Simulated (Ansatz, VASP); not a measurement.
# In: VASP beside Ansatz

Contents of INCAR:

```
ALGO = Normal
EDIFF = 1E-6
ENCUT = 520
GGA = PS
ISIF = 2
ISMEAR = -1
LASPH = True
LCHARG = True
LELF = True
LREAL = False
LVHAR = True
LWAVE = False
NBANDS = 12
NELM = 100
PREC = Accurate
SIGMA = 0.05
```

Contents of KPOINTS:

```
k-points
0
Gamma
  14 14 14
```

File POSCAR:

```
In
1.0
   -1.6475491645      1.6475491645      2.5065057071
    1.6475491645     -1.6475491645      2.5065057071
    1.6475491645      1.6475491645     -2.5065057071
In
1
Direct
    0.0000000000      0.0000000000      0.0000000000
```

Input for Ansatz:

```yaml
crystal:
  lattice:
    - [-1.6475491645, 1.6475491645, 2.5065057071]
    - [1.6475491645, -1.6475491645, 2.5065057071]
    - [1.6475491645, 1.6475491645, -2.5065057071]
  atoms:
    - { symbol: In, position: [0.0, 0.0, 0.0] }
kpoints:
  mp_grid: { grid: [14, 14, 14] }
scf:
  occupations: { method: fermi_dirac, width: 0.05 }
hamiltonian:
  xc: pbesol
  pseudopotentials: { kind: all_electron, lapw: { basis_error: 0.0005 } }
output:
  forces: true
  stress: true
  eigenvalues: true
```

Change from the starting cell: functional pbesol, volume scaled by 1.04.

Alike in both runs: task single point; functional PBEsol; k mesh 14 × 14 × 14; occupations fermi-dirac, width 0.05 eV; no spin polarisation.

```csv
,VASP,Ansatz
version,VASP 6.6.1,Ansatz 0.2.0
potentials or method,"VASP PAW PBE potentials, release 64 (In_d)","all-electron LAPW, scalar-relativistic"
plane-wave cutoff (eV),520,see its input
```

|  | VASP | Ansatz | Ansatz less VASP |
| --- | --- | --- | --- |
| pressure (GPa) | -2.5 | -2.5 | +0.03 |
| largest component of the traceless stress (GPa) | 0.18 | 0.18 | +0.003 |

Ansatz ran all-electron here, so the differences hold the error of VASP's frozen core and of both bases.

Caveats: the PAW data sets were made with another functional, which shifts forces and pressure a little (VASP).
